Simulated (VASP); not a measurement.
# MgSi (P4/mmm) in VASP: notebook

Aim: see how the results for MgSi move with the level of theory and the settings. Levels: BLYP, BLYP+D3, BLYP+D3(BJ). Tasks: relaxation of cell and atoms.

Program: VASP 6.6.1. These are calculated values, not measurements. Logs are shortened: lines on timing, memory, paths and dates and some standing lists are left out, and cuts for length are marked.

### Step 1. The structure

Symmetry: P4/mmm, No. 123, tetragonal system. Conventional cell: a = 2.908 Å, b = 2.908 Å, c = 4.103 Å, α = 90.00°, β = 90.00°, γ = 90.00°. Si (site symmetry 4/mmm) has 8 Mg at 2.90 Å and 4 Si at 2.91 Å as nearest neighbours. Mg (site symmetry 4/mmm) has 8 Si at 2.90 Å and 4 Mg at 2.91 Å as nearest neighbours.

The cell comes from a database or a generator and needn't be the stable form of this composition.

### Step 2. Relaxation of cell and atoms, BLYP

INCAR

```
PREC = Accurate
ENCUT = 600
EDIFF = 1E-6
ISMEAR = -1
SIGMA = 0.05
LREAL = False
LASPH = True
NELM = 60
ALGO = Fast
ISIF = 3
LWAVE = False
LCHARG = False
GGA = B5
ALDAX = 1.0
AGGAX = 1.0
AGGAC = 1.0
ALDAC = 0.0
IBRION = 2
NSW = 40
EDIFFG = -0.01
```

KPOINTS

```
regular mesh
0
Gamma
  9 9 7
```

POSCAR

```
MgSi
1.0
    2.9083940000      0.0000000000      0.0000000000
    0.0000000000      2.9083940000      0.0000000000
    0.0000000000      0.0000000000      4.1034270000
Si Mg
1 1
Direct
    0.5000000000      0.5000000000      0.5000000000
    0.0000000000      0.0000000000      0.0000000000
```

Potentials or basis: VASP PAW PBE potentials, release 64 (Si, Mg).

Run with:

```console
$ cat potpaw_PBE.64/Si/POTCAR potpaw_PBE.64/Mg/POTCAR > POTCAR
$ mpirun -np 1 vasp_std > vasp.out
```

OUTCAR:

```text
PREC = Accurate
   ENCUT = 600
   EDIFF = 1E-6
   ISMEAR = -1
   LREAL = False
   LASPH = True
   NELM = 60
   ISIF = 3
   GGA = B5
   IBRION = 2
   NSW = 40
   EDIFFG = -0.01

 ion  position               nearest neighbor table
   1  0.500  0.500  0.500-   2 2.90   2 2.90   2 2.90   2 2.90   2 2.90   2 2.90   2 2.90   2 2.90

   2  0.000  0.000  0.000-   1 2.90   1 2.90   1 2.90   1 2.90   1 2.90   1 2.90   1 2.90   1 2.90

  LATTYP: Found a simple tetragonal cell.
 ALAT       =     2.9083940000
 C/A-ratio  =     1.4108910278

  Lattice vectors:

 A1 = (   2.9083940000,   0.0000000000,   0.0000000000)
 A2 = (   0.0000000000,   2.9083940000,   0.0000000000)
 A3 = (   0.0000000000,   0.0000000000,   4.1034270000)

Analysis of symmetry for initial positions (statically):
=====================================================================
 Subroutine PRICEL returns:
 Original cell was already a primitive cell.

 Routine SETGRP: Setting up the symmetry group for a
 simple tetragonal supercell.

 Subroutine GETGRP returns: Found 16 space group operations
 (whereof 16 operations were pure point group operations)
 out of a pool of 16 trial point group operations.

The static configuration has the point symmetry D_4h.

Analysis of symmetry for dynamics (positions and initial velocities):
=====================================================================
 Subroutine PRICEL returns:
 Original cell was already a primitive cell.

 Routine SETGRP: Setting up the symmetry group for a
 simple tetragonal supercell.

 Subroutine GETGRP returns: Found 16 space group operations
 (whereof 16 operations were pure point group operations)
 out of a pool of 16 trial point group operations.

The dynamic configuration has the point symmetry D_4h.

 Subroutine INISYM returns: Found 16 space group operations
 (whereof 16 operations are pure point group operations),
 and found     1 'primitive' translations

----------------------------------------------------------------------------------------

                                     Primitive cell

  volume of cell :      34.7099

  direct lattice vectors                    reciprocal lattice vectors
     2.908394000  0.000000000  0.000000000     0.343832369  0.000000000  0.000000000
     0.000000000  2.908394000  0.000000000     0.000000000  0.343832369  0.000000000
     0.000000000  0.000000000  4.103427000     0.000000000  0.000000000  0.243698743

  length of vectors
     2.908394000  2.908394000  4.103427000     0.343832369  0.343832369  0.243698743

  position of ions in fractional coordinates (direct lattice)
     0.500000000  0.500000000  0.500000000
     0.000000000  0.000000000  0.000000000

  ion indices of the primitive-cell ions
   primitive index   ion index
                 1           1
                 2           2

----------------------------------------------------------------------------------------

 KPOINTS: regular mesh

Automatic generation of k-mesh.
 Grid dimensions read from file:
 generate k-points for:    9    9    7

 Generating k-lattice:

  Cartesian coordinates                     Fractional coordinates (reciprocal lattice)
     0.038203597  0.000000000  0.000000000     0.111111111  0.000000000  0.000000000
     0.000000000  0.038203597  0.000000000     0.000000000  0.111111111  0.000000000
     0.000000000  0.000000000  0.034814106     0.000000000  0.000000000  0.142857143

  Length of vectors
     0.038203597  0.038203597  0.034814106

  Shift w.r.t. Gamma in fractional coordinates (k-lattice)
     0.000000000  0.000000000  0.000000000

 Subroutine IBZKPT returns following result:
 ===========================================

 Found     60 irreducible k-points:

 Following reciprocal coordinates:
            Coordinates               Weight
  0.000000  0.000000  0.000000      1.000000
  0.111111  0.000000  0.000000      4.000000
  0.222222  0.000000  0.000000      4.000000
  0.333333  0.000000  0.000000      4.000000
  0.444444  0.000000  0.000000      4.000000
  0.111111  0.111111  0.000000      4.000000
[... 16 lines left out ...]
  0.333333  0.111111  0.142857     16.000000
  0.444444  0.111111  0.142857     16.000000
 [... further k-points ...]
   k-points           NKPTS =     60   k-points in BZ     NKDIM =     60   number of bands    NBANDS=      7
   number of dos      NEDOS =    301   number of ions     NIONS =      2
   total plane-waves  NPLWV =  20736
   dimension x,y,z NGX =    24 NGY =   24 NGZ =   36
   dimension x,y,z NGXF=    48 NGYF=   48 NGZF=   72
   ions per type =               1   1
   NGX,Y,Z   is equivalent  to a cutoff of  13.72, 13.72, 14.59 a.u.
   NGXF,Y,Z  is equivalent  to a cutoff of  27.44, 27.44, 29.17 a.u.
 SYSTEM =  unknown system
   PREC   = accura    normal or accurate (medium, high low for compatibility)
   ISTART =      0    job   : 0-new  1-cont  2-samecut
   ICHARG =      2    charge: 1-file 2-atom 10-const
   ISPIN  =      1    spin polarized calculation?
   LNONCOLLINEAR =      F non collinear calculations
   LSORBIT =      F    spin-orbit coupling
   LASPH  =      T    aspherical Exc in radial PAW
   ENCUT  =  600.0 eV  44.10 Ry    6.64 a.u.   5.81  5.81  8.20*2*pi/ulx,y,z
   NELM   =     60;   NELMIN=  2; NELMDL= -5     # of ELM steps
   EDIFF  = 0.1E-05   stopping-criterion for ELM
   LREAL  =      F    real-space projection
   EDIFFG = -.1E-01   stopping-criterion for IOM
   NSW    =     40    number of steps for IOM
   IBRION =      2    ionic relax: 0-MD 1-quasi-New 2-CG
   NFREE  =      1    steps in history (QN), initial steepest desc. (CG)
   ISIF   =      3    stress and relaxation
   ISYM   =      2    0-nonsym 1-usesym 2-fastsym
   POTIM  = 0.5000    time-step for ionic-motion
   TEBEG  =    0.0;   TEEND  =   0.0 temperature during run
   PSTRESS=    0.0 pullay stress
   NELECT =       6.0000    total number of electrons
   NUPDOWN=      -1.0000    fix difference up-down
   EMIN   =  10.00;   EMAX   =-10.00  energy-range for DOS
   EFERMI =   0.00;   METHOD = LEGACY
   ISMEAR =    -1;   SIGMA  =   0.05  broadening in eV -4-tet -1-fermi 0-gaus
   EFERMI_NEDOS =   21; number of points for ismear=-14 and -15
   IALGO  =     68    algorithm
   IMIX   =      4    mixing-type and parameters
     AMIX     =   0.40;   BMIX     =  1.00
     AMIX_MAG =   1.60;   BMIX_MAG =  1.00
  volume/ion in A,a.u.               =      17.35       117.12
  Fermi-wavevector in a.u.,A,eV,Ry     =   0.911957  1.723348 11.315488  0.831665
  Thomas-Fermi vector in A             =   2.036296
   LORBIT       =      0    0 simple, 1 ext, 2 COOP (PROOUT), +10 PAW based schemes
   GGA     = B5    functional components
   LHFCALC =     F    Hartree Fock is set to
   AEXX    =    0.0000 exact exchange contribution
   IVDW    =     0    specifies the selected vdW correction
   LEPSILON=     F    determine dielectric tensor
   LRPA    =     F    only Hartree local field effects (RPA)
 conjugate gradient relaxation of ions
 non-spin polarized calculation
 RMM-DIIS sequential band-by-band and
  energy-cutoff  :      600.00
  volume of cell :       34.71
 maximum number of plane-waves:      1176
 NGX is ok and might be reduce to    24
   NGX = 11   NGY = 11   NGZ = 17

--------------------------------------- Ionic step        1  -------------------------------------------

 number of electron       6.0000000 magnetization

 Free energy of the ion-electron system (eV)
  ---------------------------------------------------
  ext. energy  EPLUGINS =         0.00000000
  ---------------------------------------------------
  free energy    TOTEN  =        -5.03780699 eV

  energy without entropy =       -5.03051577  energy(sigma->0) =       -5.03416138

------------------------ aborting loop because EDIFF is reached ----------------------------------------

  FORCE on cell =-STRESS in cart. coord.  units (eV):
  Direction    XX          YY          ZZ          XY          YZ          ZX
  --------------------------------------------------------------------------------------
  -------------------------------------------------------------------------------------
  Total        1.2812243      1.2812243     -0.5185784      0.0000000      0.0000000     -0.0000000
  in kB       59.1401703     59.1401703    -23.9371145      0.0000000      0.0000000     -0.0000000
  external PRESSURE =      31.4477421 kB  Pullay stress =       0.0000000 kB
[... 89 lines left out ...]
  FREE ENERGIE OF THE ION-ELECTRON SYSTEM (eV)
  ---------------------------------------------------
  free  energy   TOTEN  =        -5.1117852863 eV

  energy  without entropy=       -5.1042611131  energy(sigma->0) =       -5.10802320

[... ionic steps 4 to 7 ...]

--------------------------------------- Ionic step        8  -------------------------------------------

 number of electron       6.0000000 magnetization

------------------------ aborting loop because EDIFF is reached ----------------------------------------

  FORCE on cell =-STRESS in cart. coord.  units (eV):
  Direction    XX          YY          ZZ          XY          YZ          ZX
  --------------------------------------------------------------------------------------
  -------------------------------------------------------------------------------------
  Total       -0.0813664     -0.0813664     -0.0115658      0.0000000      0.0000000     -0.0000000
  in kB       -3.4947787     -3.4947787     -0.4967623      0.0000000      0.0000000     -0.0000000
  external PRESSURE =      -2.4954399 kB  Pullay stress =       0.0000000 kB
[... 57 lines left out ...]
  energy  without entropy=       -5.1102916130  energy(sigma->0) =       -5.11420160

--------------------------------------- Ionic step       10  -------------------------------------------

 number of electron       6.0000000 magnetization

 Free energy of the ion-electron system (eV)
  ---------------------------------------------------
  ext. energy  EPLUGINS =         0.00000000
  ---------------------------------------------------
  free energy    TOTEN  =        -5.11812679 eV

  energy without entropy =       -5.11033862  energy(sigma->0) =       -5.11423270

 E-fermi :   5.8237     XC(G=0):  -9.0854

 val. band max:        5.7962175716   @ k =   0.2222   0.1111   0.4286
 cond. band min:       5.8376935713   @ k =   0.4444   0.2222   0.4286
 fundamental gap:      0.0414759997
 Fermi energy:         5.8237124132

 k-point     1 :       0.0000    0.0000    0.0000
  band No.  band energies     occupation
      1      -4.7137      2.00000
      2       4.1772      2.00000
      3       6.3089      0.00012
      4       9.2024      0.00000
      5       9.2024      0.00000
      6      11.0234      0.00000
      7      12.8788      0.00000
[... 221 lines left out ...]
 k-point    24 :       0.4444    0.1111    0.1429
  band No.  band energies     occupation
      1      -1.8397      2.00000
      2       1.1082      2.00000
      3       5.2046      1.99999
      4       8.3409      0.00000
      5       9.4176      0.00000
      6      10.8525      0.00000
      7      13.2129      0.00000

 [... further k-points ...]
[... 5 lines left out ...]
  --------------------------------------------------------------------------------------
  -------------------------------------------------------------------------------------
  Total        0.0012350      0.0012350      0.0034969      0.0000000      0.0000000      0.0000000
  in kB        0.0533525      0.0533525      0.1510628      0.0000000      0.0000000      0.0000000
  external PRESSURE =       0.0859226 kB  Pullay stress =       0.0000000 kB
[... 17 lines left out ...]
  FREE ENERGIE OF THE ION-ELECTRON SYSTEM (eV)
  ---------------------------------------------------
  free  energy   TOTEN  =        -5.1181267882 eV

  energy  without entropy=       -5.1103386191  energy(sigma->0) =       -5.11423270

 reached required accuracy - stopping structural energy minimisation
```

Wall time 93 s (1 thread of Intel Xeon 6975P-C (Granite Rapids), shared host); peak memory 0.16 GiB.

Results:

```
Free energy                            : -5.1181 eV
Relaxed volume                         : 18.54 Å³/atom
Relaxed cell                           : a = 3.068 Å, b = 3.068 Å, c = 3.940 Å, α = 90.00°, β = 90.00°, γ = 90.00°
Space group after relaxing (to 0.05 Å) : P4/mmm (No. 123)
Energy gained by relaxing              : 40.2 meV/atom
Ionic steps                            : 10
Pressure after relaxing                : 0.0 GPa
Band gap on the k mesh                 : none (metal or under the smearing width)
```

Step by step:
| step | energy change (eV) | largest force (eV/Å) | pressure (GPa) | volume (Å³) |
| --- | --- | --- | --- | --- |
| 1 | 0.0000 | 0.0000 | 3.14 | 34.71 |
| 2 | -0.0577 | 0.0000 | 0.52 | 36.43 |
| 3 | -0.0740 | 0.0000 | -0.99 | 37.67 |
| 4 | -0.0746 | 0.0000 | -1.36 | 38.01 |
| 5 | -0.0746 | 0.0000 | -1.26 | 37.91 |
| 6 | -0.0800 | 0.0000 | -0.13 | 37.22 |
| 7 | -0.0801 | 0.0000 | -0.23 | 37.29 |
| 8 | -0.0801 | 0.0000 | -0.25 | 37.30 |
| 9 | -0.0803 | 0.0000 | -0.06 | 37.15 |
| 10 | -0.0803 | 0.0000 | 0.01 | 37.09 |

Final structure:
```
Si Mg
1.0
     3.06829    0.00000    0.00000
     0.00000    3.06829    0.00000
     0.00000    0.00000    3.93952
Si Mg
1 1
Cartesian
  1.5341 1.5341 1.9698
  0.0000 0.0000 0.0000
```

Caveat: the PAW data sets were made with another functional, which shifts forces and pressure a little.

### Step 3. Relaxation of cell and atoms, BLYP+D3

Edit INCAR of step 2 so:

```diff
@@ -17,2 +17,7 @@
 ALDAC = 0.0
+IVDW = 11
+VDW_S6 = 1.0
+VDW_S8 = 1.682
+VDW_SR = 1.094
+VDW_SR8 = 1.0
 IBRION = 2
```

KPOINTS is that of step 2.

POSCAR is that of step 2.

Potentials or basis: VASP PAW PBE potentials, release 64 (Si, Mg).

Run with:

```console
$ cat potpaw_PBE.64/Si/POTCAR potpaw_PBE.64/Mg/POTCAR > POTCAR
$ mpirun -np 1 vasp_std > vasp.out
```

Wall time 74 s (1 thread of Intel Xeon 6975P-C (Granite Rapids), shared host); peak memory 0.16 GiB.

Results (log left out):

| Item | Value |
| --- | --- |
| Free energy | -5.9563 eV |
| Relaxed volume | 17.22 Å³/atom |
| Relaxed cell | a = 2.975 Å, b = 2.975 Å, c = 3.892 Å, α = 90.00°, β = 90.00°, γ = 90.00° |
| Space group after relaxing (to 0.05 Å) | P4/mmm (No. 123) |
| Energy gained by relaxing | 19.8 meV/atom |
| Ionic steps | 9 |
| Pressure after relaxing | 0.0 GPa |
| Band gap on the k mesh | none (metal or under the smearing width) |
| Dispersion energy per atom | -0.437 eV |

Step by step:
```csv
step,energy change (eV),largest force (eV/Å),pressure (GPa),volume (Å³)
1,0.0000,0.0000,-1.21,34.71
2,-0.0300,0.0000,0.15,34.04
3,-0.0346,0.0000,1.65,33.46
4,-0.0354,0.0000,1.16,33.64
5,-0.0355,0.0000,1.24,33.61
6,-0.0393,0.0000,0.30,34.24
7,-0.0395,0.0000,0.07,34.40
8,-0.0395,0.0000,0.06,34.42
9,-0.0395,0.0000,-0.02,34.44
```

Final structure:
```yaml
crystal:
  lattice:
    - [2.97483, 0.00000, 0.00000]
    - [0.00000, 2.97483, 0.00000]
    - [0.00000, 0.00000, 3.89215]
  atoms:
    - { symbol: Si, position: [0.50000, 0.50000, 0.50000] }
    - { symbol: Mg, position: [0.00000, 0.00000, 0.00000] }
```

Levels at points of the mesh, in eV from the Fermi level:
| k point | band 1 | band 2 | band 3 | band 4 | band 5 | band 6 | band 7 |
| --- | --- | --- | --- | --- | --- | --- | --- |
| (0.00, 0.00, 0.00) | -11.05 | -1.99 | 0.26 | 3.77 | 3.77 | 5.24 | 7.79 |

Caveat: the PAW data sets were made with another functional, which shifts forces and pressure a little; pairwise dispersion overbinds metals, which lowers pressure and volume.

### Step 4. Relaxation of cell and atoms, BLYP+D3(BJ)

Edit INCAR of step 3 so:

```diff
@@ -17,7 +17,7 @@
 ALDAC = 0.0
-IVDW = 11
+IVDW = 12
 VDW_S6 = 1.0
-VDW_S8 = 1.682
-VDW_SR = 1.094
-VDW_SR8 = 1.0
+VDW_S8 = 2.6996
+VDW_A1 = 0.4298
+VDW_A2 = 4.2359
 IBRION = 2
```

KPOINTS is that of step 3.

POSCAR is that of step 3.

Run with:

```console
$ cat potpaw_PBE.64/Si/POTCAR potpaw_PBE.64/Mg/POTCAR > POTCAR
$ mpirun -np 1 vasp_std > vasp.out
```

Wall time 62 s (1 thread of Intel Xeon 6975P-C (Granite Rapids), shared host); peak memory 0.18 GiB.

The run converged. Its results:

- Free energy: -6.7536 eV
- Relaxed volume: 16.30 Å³/atom
- Relaxed cell: a = 2.922 Å, b = 2.922 Å, c = 3.817 Å, α = 90.00°, β = 90.00°, γ = 90.00°
- Space group after relaxing (to 0.05 Å): P4/mmm (No. 123)
- Energy gained by relaxing: 38.8 meV/atom
- Ionic steps: 7
- Pressure after relaxing: 0.0 GPa
- Band gap on the k mesh: none (metal or under the smearing width)
- Dispersion energy per atom: -0.873 eV

Step by step:
| step | energy change (eV) | largest force (eV/Å) | pressure (GPa) | volume (Å³) |
| --- | --- | --- | --- | --- |
| 1 | 0.0000 | 0.0000 | -4.51 | 34.71 |
| 2 | -0.0702 | 0.0000 | 0.15 | 32.29 |
| 3 | -0.0714 | 0.0000 | 0.95 | 31.97 |
| 4 | -0.0761 | 0.0000 | 0.45 | 32.30 |
| 5 | -0.0769 | 0.0000 | -0.26 | 32.79 |
| 6 | -0.0776 | 0.0000 | 0.06 | 32.57 |
| 7 | -0.0776 | 0.0000 | 0.01 | 32.60 |

Final structure:
```
Si Mg
1.0
     2.92245    0.00000    0.00000
     0.00000    2.92245    0.00000
     0.00000    0.00000    3.81718
Si Mg
1 1
Cartesian
  1.4612 1.4612 1.9086
  0.0000 0.0000 0.0000
```

Levels at points of the mesh, in eV from the Fermi level:
```tsv
k point	band 1	band 2	band 3	band 4	band 5	band 6
(0.00, 0.00, 0.00)	-11.42	-2.08	0.31	3.95	3.95	5.19
```

Caveat: the PAW data sets were made with another functional, which shifts forces and pressure a little; pairwise dispersion overbinds metals, which lowers pressure and volume.

### Step 5. Summary

| level | gap on the mesh (eV) | pressure (GPa) | relaxed volume (Å³/atom) |
| --- | --- | --- | --- |
| BLYP | none | 0.0 | 18.54 |
| BLYP+D3 | none | 0.0 | 17.22 |
| BLYP+D3(BJ) | none | 0.0 | 16.30 |

Alike in all rows: task relaxation of cell and atoms; potentials or basis VASP PAW PBE potentials, release 64 (Si, Mg); no spin polarisation; cell relaxed; k mesh 9 × 9 × 7; cutoff (eV) 600; smearing fermi-dirac 0.05 eV.

Caveats: the PAW data sets were made with another functional, which shifts forces and pressure a little; pairwise dispersion overbinds metals, which lowers pressure and volume (some runs).

Absolute energies hang on the potentials; compare differences alone.
